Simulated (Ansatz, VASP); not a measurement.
## F: VASP beside Ansatz

```
F
1.0
     2.60087   -1.49171   -0.00665
     2.60087    1.49171   -0.00665
    -2.07940    0.00000    6.77943
F
4
Direct
  0.50540 0.50540 0.40258
  0.08530 0.08530 0.09712
  0.49460 0.49460 0.59742
  0.91470 0.91470 0.90288
```

Alike in both runs: task single point; functional r2SCAN; k mesh 10 × 10 × 4; no spin polarisation.

|  | VASP | Ansatz |
| --- | --- | --- |
| version | VASP 6.6.1 | Ansatz 0.2.0 |
| potentials or method | VASP PAW PBE potentials, release 64 (F) | plane waves, PAW |
| plane-wave cutoff (eV) | 520 | 500 |
| occupations | gaussian, width 0.01 eV | fixed |
| valence electrons in the cell | 28 | 28 |

```tsv
	VASP	Ansatz	Ansatz less VASP
gap on the k mesh at the Fermi level (eV)	3.44	3.53	+0.088
pressure (GPa)	1.6	0.7	-0.91
largest component of the traceless stress (GPa)	2.55	0.16	-2.388
rms of the force components (eV/Å)	0.318	0.019	-0.2989
```

Atom by atom the forces differ by 0.336 eV/Å (rms over components).

Caveats: the PAW data sets were made with another functional, which shifts forces and pressure a little (VASP). A k mesh can miss the band edges. r2SCAN opens gaps a little over a GGA but as a rule still falls short of measured ones.
